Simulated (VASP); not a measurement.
Crystal: VH3.

```
V H
1.0
     3.36556    0.00000    0.00000
     0.00000    3.36556    0.00000
     0.00000    0.00000    3.36556
V H
1 3
Direct
  0.00000 0.00000 0.00000
  0.00000 0.50000 0.50000
  0.50000 0.00000 0.50000
  0.50000 0.50000 0.00000
```

The cell was built by a generator and needn't be a form met in nature.

The cell isn't the ideal one: species swapped into the ZrIr3 type (Pm-3m, No. 221).

| Item | Value |
| --- | --- |
| Program | VASP 6.6.1 |
| Task | relaxation of cell and atoms |
| Functional | PBE |
| Potentials or basis | VASP PAW PBE potentials, release 64 (V_sv, H) |
| Cutoff | 600 eV |
| k mesh | 6 × 6 × 6 |
| Occupations | gaussian, width 0.1 eV |
| Spin | collinear spin, typed start |
| Starting moments | [2.0, 0.0, 0.0, 0.0] μB |

At the start: pressure -27.7 GPa; volume 9.53 Å³/atom.

Task: Where does the relaxation end?

Result: Over 7 steps the energy falls by 589.1 meV/atom and the volume is 5.33 Å³/atom (-44.1 %); space group Pm-3m (No. 221, to 0.05 Å); moment 0.58 μB per cell.

The path:
| step | energy change (eV) | largest force (eV/Å) | pressure (GPa) | volume (Å³) |
| --- | --- | --- | --- | --- |
| 1 | 0.0000 | 0.0000 | -27.66 | 38.12 |
| 2 | -1.3494 | 0.0000 | -26.03 | 29.75 |
| 3 | 1.2117 | 0.0000 | 204.18 | 13.14 |
| 4 | -2.0706 | 0.0000 | -20.70 | 25.23 |
| 5 | -2.1065 | 0.0000 | 31.37 | 18.53 |
| 6 | -2.3499 | 0.0000 | -4.04 | 21.89 |
| 7 | -2.3566 | 0.0000 | 0.24 | 21.33 |

Final structure:
```cif
data_structure
_symmetry_space_group_name_H-M 'P 1'
_symmetry_Int_Tables_number 1
_cell_length_a 2.7732
_cell_length_b 2.7732
_cell_length_c 2.7732
_cell_angle_alpha 90.000
_cell_angle_beta 90.000
_cell_angle_gamma 90.000
_cell_volume 21.33
loop_
_atom_site_label
_atom_site_type_symbol
_atom_site_fract_x
_atom_site_fract_y
_atom_site_fract_z
_atom_site_occupancy
V1 V 0.00000 0.00000 0.00000 1
H1 H 0.00000 0.50000 0.50000 1
H2 H 0.50000 0.00000 0.50000 1
H3 H 0.50000 0.50000 0.00000 1
```

Caveat: the volume moved by over 15 % at a fixed basis, so the end points are rough.
